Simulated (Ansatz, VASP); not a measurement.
**Hg in VASP and in Ansatz**

```
Hg
1.0
     0.00000    2.23866    2.23866
     2.23866    0.00000    2.23866
     2.23866    2.23866    0.00000
Hg
1
Direct
  0.00000 0.00000 0.00000
```

Alike in both runs: task single point; functional PBEsol; k mesh 13 × 13 × 13; occupations fermi-dirac, width 0.1 eV; no spin polarisation.

```csv
,VASP,Ansatz
version,VASP 6.6.1,Ansatz 0.2.0
potentials or method,"VASP PAW PBE potentials, release 64 (Hg)","plane waves (420 eV) with PAW, scalar-relativistic"
plane-wave cutoff (eV),520,420
valence electrons in the cell,12,20
```

VASP gave:

- pressure (GPa): 2.0

Problem. Estimate Ansatz's values.

Solution. Pressure (GPa): 1.6.

The functional is the same, so the differences come from potentials, cutoffs and numerics. The two sets of potentials don't hold the same shells in valence. Ansatz warned: «pseudo_functional_mismatch».

Caveats: the PAW data sets were made with another functional, which shifts forces and pressure a little (VASP). Spin-orbit coupling is left out, which matters for the levels of Hg.
